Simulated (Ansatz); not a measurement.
**Field gradients against strain in CdF2**

```yaml
crystal:
  lattice:
    - [0.00000, 2.69400, 2.69400]
    - [2.69400, 0.00000, 2.69400]
    - [2.69400, 2.69400, 0.00000]
  atoms:
    - { symbol: Cd, position: [0.00000, 0.00000, 0.00000] }
    - { symbol: F, position: [0.25000, 0.25000, 0.25000] }
    - { symbol: F, position: [0.75000, 0.75000, 0.75000] }
```

Atoms are numbered in the order listed.

The geometry is COD entry 9009006, unchecked; take it as a test cell.

These are results of DFT, LDA, all-electron PAW with datasets made for the crystal, scalar-relativistic (Ansatz 0.2.0), not measurements.

Numerical set-up: a Γ-centred 8×8×8 k mesh, Fermi–Dirac smearing of 0.02 eV, cutoff 340 eV (chosen by the program for this cell), no spin polarisation.

The strain is applied along the Cartesian axes of the cell as listed (γ is the engineering shear, twice εxy = εyz = εzx). Fractional coordinates are held (clamped ions).

The columns are Cartesian components of the electric field gradient at the nuclei, in 10²¹ V/m².

No spin–orbit coupling: at heavy atoms the gradients can be off by tens of per cent for that reason.

Only quantities that a quadratic follows smoothly over the whole series are listed; rougher ones are left out.

| γ | Vxy at Cd1 | Vxy at F2 |
| --- | --- | --- |
| -0.0200 | -0.98 | 0.29 |
| 0.0000 | 0.00 | 0.00 |
| 0.0100 | 0.45 | -0.13 |
| 0.0200 | 0.88 | -0.26 |

Problem. Fit the series and give the gradient–strain slopes.

Solution. Least-squares fits y = p0 + p1 x + p2 x² to the rows give Vxy at Cd1: p1 = 46.5, p2 = -120; Vxy at F2: p1 = -13.7, p2 = 34. The slopes p1 are in 10²¹ V/m² per unit strain, for clamped ions.

Problem. One run, at γ = -0.0100, is withheld. Predict its row.

Solution. The fits give -0.48, 0.14; the run gave -0.48, 0.14.
